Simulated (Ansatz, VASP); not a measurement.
CdS (Hawleyite): VASP beside Ansatz

```
Cd S
1.0
     0.00000    2.91650    2.91650
     2.91650    0.00000    2.91650
     2.91650    2.91650    0.00000
Cd S
1 1
Direct
  0.00000 0.00000 0.00000
  0.75000 0.75000 0.75000
```

Alike in both runs: task single point; functional RPBE; k mesh 8 × 8 × 8; occupations gaussian, width 0.05 eV; no spin polarisation.

|  | VASP | Ansatz |
| --- | --- | --- |
| version | VASP 6.6.1 | Ansatz 0.2.0 |
| potentials or method | VASP PAW PBE potentials, release 64 (Cd, S) | Ansatz PAW |
| plane-wave cutoff (eV) | 520 | 420 |
| valence electrons in the cell | 18 | 26 |

|  | VASP | Ansatz | Ansatz less VASP |
| --- | --- | --- | --- |
| gap on the k mesh at the Fermi level (eV) | 1.33 | 1.33 | -0.003 |
| least direct gap on the mesh (eV) | 1.33 | 1.33 | -0.003 |
| pressure (GPa) | 5.4 | 5.1 | -0.34 |

The functional is the same, so the differences come from potentials, cutoffs and numerics. The two sets of potentials don't hold the same shells in valence.

Caveats: the PAW data sets were made with another functional, which shifts forces and pressure a little (VASP); the PAW data sets come from PBE, with cores solved anew for the run's functional, which leaves a small shift of forces and pressure (Ansatz).
